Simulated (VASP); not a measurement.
# TiPt₃: restarted molecular dynamics, 2 variants

TiPt₃, Pm-3m (no. 221), 8 atoms in the cell. PBE, molecular dynamics; PAW potentials Pt, Ti (PBE set).

| Restart from | Temperature at the end (K) | The same without a restart (K) | Potential energy at the end (eV/atom) | The same without a restart (eV/atom) | Electronic steps in the first step after the restart | Time (s) |
|---|---|---|---|---|---|---|
| CONTCAR with velocities, WAVECAR read | 1886.0 | 1886.0 | -7.23957 | -7.23956 | 5 | 220 |
| CONTCAR with velocities, no WAVECAR | 1886.0 | 1886.0 | -7.23958 | -7.23956 | 26 | 224 |

Limits: 180 fs of 8 atoms are too short for converged averages; the cell is only 3.9 Å across, so each atom moves in step with near copies of itself.

## Input of the first row

INCAR.step1:
```
SYSTEM = TiPt3
GGA      = PE             ! functional
PREC     = Normal         ! precision mode
ENCUT    = 230            ! plane-wave cutoff, eV
EDIFF    = 1E-6           ! SCF threshold, eV
NELMIN   = 4            
NELM     = 60             ! most SCF steps
ALGO     = Fast           ! electronic algorithm
LREAL    = Auto         
LASPH    = .TRUE.         ! aspherical terms in the spheres
ISMEAR   = -1             ! smearing method
SIGMA    = 0.069          ! smearing width, eV
ISYM     = 0            
LWAVE    = .TRUE.         ! write WAVECAR
LCHARG   = .FALSE.        ! write CHGCAR
IBRION   = 0              ! ionic algorithm
NSW      = 30             ! ionic steps
POTIM    = 3.0            ! step
TEBEG    = 1600         
ISIF     = 2              ! what is computed and relaxed
RANDOM_SEED= 404115 0 0   
MDALGO   = 4            
NHC_NCHAINS= 3            
NHC_PERIOD= 30           
KPAR     = 2             
```

INCAR.step2, as INCAR.step1 but for:
```
- LWAVE = .TRUE.
+ LWAVE = .FALSE.
```

KPOINTS:
```
k-points
0
Gamma
  3 3 2
```

POSCAR.step1:
```
TiPt3
1.0
    3.8970000000      0.0000000000      0.0000000000
    0.0000000000      3.8970000000      0.0000000000
    0.0000000000      0.0000000000      7.7940000000
Pt Ti
6 2
Direct
    0.5000000000      0.5000000000      0.0000000000
    0.5000000000      0.5000000000      0.5000000000
    0.5000000000      0.0000000000      0.2500000000
    0.5000000000      0.0000000000      0.7500000000
    0.0000000000      0.5000000000      0.2500000000
    0.0000000000      0.5000000000      0.7500000000
    0.0000000000      0.0000000000      0.0000000000
    0.0000000000      0.0000000000      0.5000000000
```

Commands (each step's output is kept before the next begins):
```
cat potpaw_PBE.64/Pt/POTCAR potpaw_PBE.64/Ti/POTCAR > POTCAR
cp INCAR.step1 INCAR
cp POSCAR.step1 POSCAR
mpirun -np 2 vasp_std > vasp.out
cp CONTCAR POSCAR
cp INCAR.step2 INCAR
mpirun -np 2 vasp_std > vasp.out
```

Changes of the last row against the first:
```
(step 1)
- LWAVE = True
+ LWAVE = False
```

VASP 6.6.1 took 220 s on 2 cores (Intel Xeon Platinum 8375C @ 2.90GHz (Ice Lake)), a shared host.
